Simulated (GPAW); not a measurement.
A run of GPAW 26.7.0:

Contents of run.py:

```python
from ase import Atoms
from ase.dft.bandgap import bandgap
from ase.io import write
from ase.units import GPa
from gpaw import GPAW, PW, setup_paths

setup_paths.insert(0, '.')

atoms = Atoms(['Ba', 'Ti', 'O', 'O', 'O'],
              cell=[[3.9855, 0.0, 0.0],
                    [0.0, 2.8369, 2.84515],
                    [0.0, -2.8369, 2.84515]],
              scaled_positions=[[0.0, 0.0, 0.0],
                                [0.5, 0.5124, 0.5124],
                                [0.5, 0.99184, 0.50524],
                                [0.5, 0.50524, 0.99184],
                                [0.0, 0.4874, 0.4874]],
              pbc=True)

calc = GPAW(mode=PW(800),
            xc='BLYP',
            kpts={'size': (5, 5, 5), 'gamma': True},
            occupations={'name': 'fermi-dirac', 'width': 0.05},
            nbands=36,
            convergence={'density': 1e-05, 'energy': 1e-05},
            eigensolver='davidson',
            maxiter=150,
            txt='gpaw.txt')
atoms.calc = calc
energy = atoms.get_potential_energy()
forces = atoms.get_forces()
stress = atoms.get_stress()
calc.write('gs.gpw')
write('result.traj', atoms)
print(f'Energy: {energy:.6f} eV')
print('Forces (eV/A):')
print(forces.round(4))
print('Stress (GPa):', (stress / GPa).round(3))
print('Fermi level:', round(calc.get_fermi_level(), 4), 'eV')
print(f'Gap: {bandgap(calc)[0]:.4f} eV, direct: {bandgap(calc, direct=True)[0]:.4f} eV')
```

Potentials or basis: PAW data sets generated in the run's folder for this functional, pw.

Run with:

```sh
$ gpaw-setup -f BLYP Ba O Ti
$ OMP_NUM_THREADS=1 python run.py
```

Hardware: 1 thread of Arm Neoverse V1, with other jobs on the host.

**Question.** How long does it take, and how much memory?

**Answer.** Run time: 65 s on 1 thread of Arm Neoverse V1, with other jobs on the host, peak memory 0.24 GiB. Counts: scf iterations 12, plane waves 3330, bands 36, k points 27.
